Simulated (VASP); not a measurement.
TePb: relaxation of cell and atoms with PBEsol

Crystal: TePb.

```
Te Pb
1.0
     0.00000    3.12684    3.12684
     3.12684    0.00000    3.12684
     3.12684    3.12684    0.00000
Te Pb
1 1
Cartesian
  3.1268 3.1268 3.1268
  0.0000 0.0000 0.0000
```

| Property | Result |
| --- | --- |
| Program | VASP 6.6.1 |
| Task | relaxation of cell and atoms |
| Functional | PBEsol |
| Potentials or basis | VASP PAW PBE potentials, release 64 (Te, Pb_d) |
| Cutoff | 600 eV |
| k mesh | 10 × 10 × 10 |
| Occupations | gaussian, width 0.01 eV |
| Spin | no spin polarisation |
| Target pressure | 5.02 GPa |
| Dipole correction | no |
| Further INCAR settings | ALGO = Normal; EDIFF = 1e-07; IBRION = 2; EDIFFG = -0.002; NSW = 80; ISIF = 3 |
| Target pressure | 5.02 GPa |

| Quantity | Value |
| --- | --- |
| Relaxed volume | 30.53 Å³/atom |
| Relaxed cell | a = 4.420 Å, b = 4.420 Å, c = 4.420 Å, α = 60.00°, β = 60.00°, γ = 60.00° |
| Space group after relaxing (to 0.05 Å) | Fm-3m (No. 225) |
| Energy change on relaxing (the enthalpy is what falls) | +1.4 meV/atom |
| Ionic steps | 3 |
| Pressure after relaxing | 5.0 GPa |
| Band gap on the k mesh | 0.42 eV, direct |

The path:
```
step  energy change (eV)  largest force (eV/Å)  pressure (GPa)  volume (Å³)
   1              0.0000                0.0000            4.93        61.14
   2              0.0050                0.0000            5.10        60.98
   3              0.0028                0.0000            5.02        61.05
```

Final structure:
```
Te Pb
1.0
     0.00000    3.12528    3.12528
     3.12528    0.00000    3.12528
     3.12528    3.12528    0.00000
Te Pb
1 1
Direct
  0.50000 0.50000 0.50000
  0.00000 0.00000 0.00000
```

Levels at points of the mesh, in eV from the valence-band top:
```tsv
k point	band 6	band 7	band 8	band 9	band 10	band 11	band 12	band 13	band 14
(0.00, 0.00, 0.00)	-12.96	-5.38	-1.77	-1.77	-1.77	4.11	4.11	4.11	5.48
(0.50, 0.00, 0.00)	-11.24	-9.24	-1.23	-1.23	0.00	0.42	0.93	0.93	8.37
(0.50, 0.50, 0.00)	-10.87	-7.52	-5.39	-3.45	-3.45	2.72	5.79	5.79	7.23
```

Wall time 88 s on 1 thread of Intel(R) Xeon(R) Platinum 8488C (Sapphire Rapids) (shared host), peak memory 0.22 GiB.

Caveat: the cell is relaxed towards a set pressure, so the enthalpy falls and the energy may rise; the PAW data sets were made with another functional, which shifts forces and pressure a little; spin-orbit coupling is left out, which as a rule narrows the gap of such compounds by several tenths of an eV. A k mesh can miss the band edges.
